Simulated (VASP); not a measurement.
Crystal: AgI.

```
Ag I
1.0
     0.00000    3.28210    3.28210
     3.28210    0.00000    3.28210
     3.28210    3.28210    0.00000
Ag I
1 1
Cartesian
  0.0000 0.0000 0.0000
  4.9231 4.9231 4.9231
```

Measurements of this composition are mostly on another form, of space group No. 229.

| Property | Result |
| --- | --- |
| Program | VASP 6.6.1 |
| Task | relaxation of cell and atoms |
| Functional | PBE |
| Dispersion | D3(BJ) |
| Potentials or basis | VASP PAW PBE potentials, release 64 (Ag, I) |
| Cutoff | 600 eV |
| k mesh | 8 × 8 × 8 |
| Occupations | gaussian, width 0.02 eV |
| Spin | no spin polarisation |

At the start: pressure -0.9 GPa; volume 35.36 Å³/atom.

Question: Where does the relaxation end?

Answer: Over 3 steps the energy falls by 3.3 meV/atom and the volume is 34.26 Å³/atom (-3.1 %); space group F-43m (No. 216, to 0.05 Å).

The path:
```tsv
step	energy change (eV)	largest force (eV/Å)	pressure (GPa)	volume (Å³)
1	0.0000	0.0000	-0.92	70.71
2	-0.0066	0.0000	-0.07	68.66
3	-0.0066	0.0000	-0.01	68.51
```

Final structure:
```xyz
2
Lattice="0.0000 3.2478 3.2478 3.2478 0.0000 3.2478 3.2478 3.2478 0.0000" Properties=species:S:1:pos:R:3 pbc="T T T"
Ag    0.0000    0.0000    0.0000
I     4.8716    4.8716    4.8716
```
